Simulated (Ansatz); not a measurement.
## HfN: relaxation of cell and atoms with LDA

HfN:

```
Hf N
1.0
     0.00000    2.25600    2.25600
     2.25600    0.00000    2.25600
     2.25600    2.25600    0.00000
Hf N
1 1
Direct
  0.00000 0.00000 0.00000
  0.50000 0.50000 0.50000
```

```yaml
Program: Ansatz 0.2.0
Task: relaxation of cell and atoms
Functional: LDA
Potentials_or_basis: all-electron LAPW, scalar-relativistic
Basis_error_allowed: 0.001 eV/atom
k_mesh: 10 × 10 × 10
Occupations: fermi-dirac, width 0.05 eV
Spin: no spin polarisation
```

* Relaxed volume: 11.15 Å³/atom
* Relaxed cell: a = 3.160 Å, b = 3.160 Å, c = 3.160 Å, α = 60.00°, β = 60.00°, γ = 60.00°
* Space group after relaxing (to 0.05 Å): Fm-3m (No. 225)
* Energy gained by relaxing: 8.6 meV/atom
* Ionic steps: 5
* Pressure after relaxing: 0.0 GPa

Step by step:
| step | energy change (eV) | largest force (eV/Å) | volume (Å³) |
| --- | --- | --- | --- |
| 1 | 0.0000 | 0.0000 | 22.96 |
| 2 | -0.0121 | 0.0000 | 21.97 |
| 3 | -0.0172 | 0.0000 | 22.33 |
| 4 | -0.0172 | 0.0000 | 22.31 |
| 5 | -0.0172 | 0.0000 | 22.31 |

Final structure:
```xyz
2
Lattice="0.0000 2.2344 2.2344 2.2344 0.0000 2.2344 2.2344 2.2344 0.0000" Properties=species:S:1:pos:R:3 pbc="T T T"
Hf    0.0000    0.0000    0.0000
N     2.2344    2.2344    2.2344
```

It took 43 s on 1 thread of Arm Neoverse V1, on a shared host, peak memory 0.35 GiB.

The run has no spin-orbit coupling, so splittings on Hf are missing. Zero-point motion and thermal expansion aren't in these numbers.
